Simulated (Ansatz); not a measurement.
The cell is COD entry 9008846, as deposited and not checked against the literature; nothing was relaxed. The listed cell was then made from it by scaling, straining or moving an atom.

GaP: DFT, PBEsol, all-electron LAPW, scalar-relativistic (Ansatz 0.2.0). What sets it apart from a plain run of this crystal: volume scaled by 1.06.

Command: `ansatz run input.yaml --threads 1 --pin off --max-ram 3072MiB --backend cpu --events-out ev --progress --plain --runs-dir out` The run took 31 s on 1 thread of Arm Neoverse V1, with other jobs on the host, peak memory 0.35 GiB.

```yaml
crystal:
  lattice:
    - [0.0, 2.7786998443, 2.7786998443]
    - [2.7786998443, 0.0, 2.7786998443]
    - [2.7786998443, 2.7786998443, 0.0]
  atoms:
    - { symbol: Ga, position: [0.0, 0.0, 0.0] }
    - { symbol: P, position: [0.75, 0.75, 0.75] }
kpoints:
  mp_grid: { grid: [12, 12, 12] }
  band_path:
    path:
      - [0.0, 0.0, 0.0]
      - [-0.5, -0.5, 0.0]
      - [-0.375, -0.375, 0.25]
      - [-0.375, 0.0, 0.375]
      - [0.0, 0.0, 0.0]
      - [0.0, 0.0, 0.5]
      - [-0.5, -0.25, 0.25]
      - [-0.5, -0.5, 0.0]
    npoints: 5
scf:
  occupations: { method: fermi_dirac, width: 0.08 }
hamiltonian:
  xc: pbesol
  pseudopotentials: { kind: all_electron, lapw: { basis_error: 0.0005 } }
output:
  forces: true
  stress: true
  eigenvalues: true
```

Output (standing set-up lines are left out):

```
LAPW: plane waves up to 8.692 Å⁻¹, error target 5.0e-4 eV per atom; small_component_spin mean_spin; P in spheres of 1.084 Å, 13 of its electrons in bands, Dirac shells []; Ga in spheres of 1.323 Å, 21 of its electrons in bands, Dirac shells []
Crystal: 2 atoms, lattice volume = 42.910 Å³
Basis set: ecut = 287.8585005451897 eV, 531 PW (Γ), exchange–correlation at level 2
Space group: F-43m (ITA 216), of the structure as read, at distance tolerance 3.5e-5 Å
iter 1 solved again at ethr=2.12e-3 eV; its pass at ethr=1.00e-1 eV (dr2=7.22e-1 eV) is discarded
SCF iter   1: F=—  HF=-62154.429360 eV  |F-HF|=—  |Δ(HF+E_count)|=         —  Δρ=3.51e-2  dr2=7.23e-1  ethr=2.12e-3  ⟨swp⟩=2.0  Hψ=10316  notcnv=0
preconditioner: auto → none  [insulator: Δε(μ)=1.560 eV  Ē_g=14.714 eV  σ=0.080 eV  W_gap=1.00  n_scr=14 (ndim 8)  ℏωp=24.1 eV  f_vac=0.039  D(μ)=0.00/eV (n_scr^D=0)  ε∞_Penn≈3.7]
iter 2 solved again at ethr=2.10e-4 eV; its pass at ethr=2.12e-3 eV (dr2=7.15e-2 eV) is discarded
SCF iter   2: F=—  HF=-62154.201480 eV  |F-HF|=—  |Δ(HF+E_count)|=   2.28e-1  Δρ=1.40e-2  dr2=7.14e-2  ethr=2.10e-4  ⟨swp⟩=2.0  Hψ=7705  notcnv=0
SCF iter   3: F=—  HF=-62154.173815 eV  |F-HF|=—  |Δ(HF+E_count)|=   2.77e-2  Δρ=6.49e-3  dr2=1.40e-2  ethr=2.10e-4  ⟨swp⟩=2.0  Hψ=4413  notcnv=0
SCF iter   4: F=—  HF=-62154.169865 eV  |F-HF|=—  |Δ(HF+E_count)|=         —  Δρ=2.89e-3  dr2=3.95e-3  ethr=4.12e-5  ⟨swp⟩=2.0  Hψ=4173  notcnv=0
the basis was enlarged: its passes take 234.4 KiB over the memory plan, 1 of 1 planned eigensolver slots
SCF iter   5: F=—  HF=-62154.168356 eV  |F-HF|=—  |Δ(HF+E_count)|=   1.51e-3  Δρ=6.17e-4  dr2=1.72e-4  ethr=1.16e-5  ⟨swp⟩=2.0  Hψ=4173  notcnv=0
SCF iter   6: F=—  HF=-62154.168329 eV  |F-HF|=—  |Δ(HF+E_count)|=   2.71e-5  Δρ=7.09e-5  dr2=1.99e-6  ethr=5.07e-7  ⟨swp⟩=2.7  Hψ=4238  notcnv=0
SCF iter   7: F=-62154.168330 eV  HF=-62154.168330 eV  |F-HF|=6.41e-9  |Δ(HF+E_count)|=   1.04e-6  Δρ=4.87e-6  dr2=1.54e-8  ethr=5.87e-9  ⟨swp⟩=3.0  Hψ=4410  notcnv=0
SCF 1 converged in 7 iterations: F = -62154.168330 eV  dr2 = 1.54e-8
NSCF: frozen V_eff on 36 k-points
SCF converged after 7 iterations
Free energy (F): -62154.168330 eV
Harris-Foulkes:  -62154.168330 eV  (|F-HF|=6.41e-9)
Internal energy: -62154.168326 eV  (E = F + TS)
E sigma→0 (E₀):  -62154.168328 eV
Entropy (-TS):   -0.000004 eV (-0.002 meV/atom)
Fermi energy:    8.340364 eV
--- Per-component energies (eV) ---
  E_band       = -1816.151047
  E_kinetic    = 63215.338724
  E_xc         = -2633.928470
  E_electrostatic = -122735.578581  (all electrons and nuclei)
  E_smearing   = -0.000004  (= −TS)
  E_closure    = 0.000000  (closes the sum)
  E_atoms      = -62144.310062  (free atoms, spherical and without spin; not in F)
  Σ components = -62154.168330   (vs F -62154.168330, Δ=0.00e0)
  Basis errors (estimates in eV, not in F): energy 2.2e-4 per atom: plane waves 2.0e-4 (1.2e-4 summed), levels above the bands 1.5e-38, relativity 4.7e-9, radial functions 1.8e-5, core shells 7.6e-12; eigenvalues (radial functions only) 5.6e-7; not estimated: angular momenta, meshes, grids; target (lapw.basis_error) 5.0e-4; muffin-tin radii P 1.084 Å, Ga 1.323 Å
--- Forces (eV/Å), atoms counted from 1 ---
  atom   1  Ga     0.00000000    -0.00000000     0.00000000
  atom   2  P     -0.00000000     0.00000000    -0.00000000
  max |Σ_I F_I| component: 2.08e-17 eV/Å
--- Stress (GPa, compression-positive) ---
       -4.766038       0.000000      -0.000000
        0.000000      -4.766038       0.000000
       -0.000000       0.000000      -4.766038
  P = ⅓ Tr σ = -4.7660 GPa (-47.660 kbar)
--- Band table (eV; the first three rows and the last of 72) ---
  k-point 0: bands = ["-159.7449", "-135.2794", "-110.4848", "-110.4848", "-110.4848", "-86.1812", "-86.1812", "-86.1812", "-6.8085", "-6.8085", "-6.8085", "-6.7252", "-6.7252", "-4.4493", "7.6456", "7.6456", "7.6456", "8.9231", "11.4783", "11.4783", "11.4783"]
  k-point 1: bands = ["-159.7449", "-135.2794", "-110.4848", "-110.4848", "-110.4848", "-86.1812", "-86.1812", "-86.1812", "-6.8133", "-6.8067", "-6.8067", "-6.7252", "-6.7252", "-4.3650", "6.7015", "7.5439", "7.5439", "9.5118", "11.6212", "11.6367", "11.6367"]
  k-point 2: bands = ["-159.7449", "-135.2794", "-110.4848", "-110.4848", "-110.4848", "-86.1813", "-86.1812", "-86.1812", "-6.8260", "-6.8020", "-6.8020", "-6.7251", "-6.7251", "-4.1178", "5.2675", "7.3020", "7.3020", "9.7266", "11.9938", "11.9938", "12.3931"]
  k-point 71: bands = ["-159.7449", "-135.2793", "-110.4848", "-110.4848", "-110.4848", "-86.1813", "-86.1813", "-86.1813", "-6.8885", "-6.7768", "-6.7585", "-6.7376", "-6.7178", "-1.6399", "1.2981", "4.2879", "4.4445", "12.2187", "12.2261", "13.4836", "13.6776"]
```
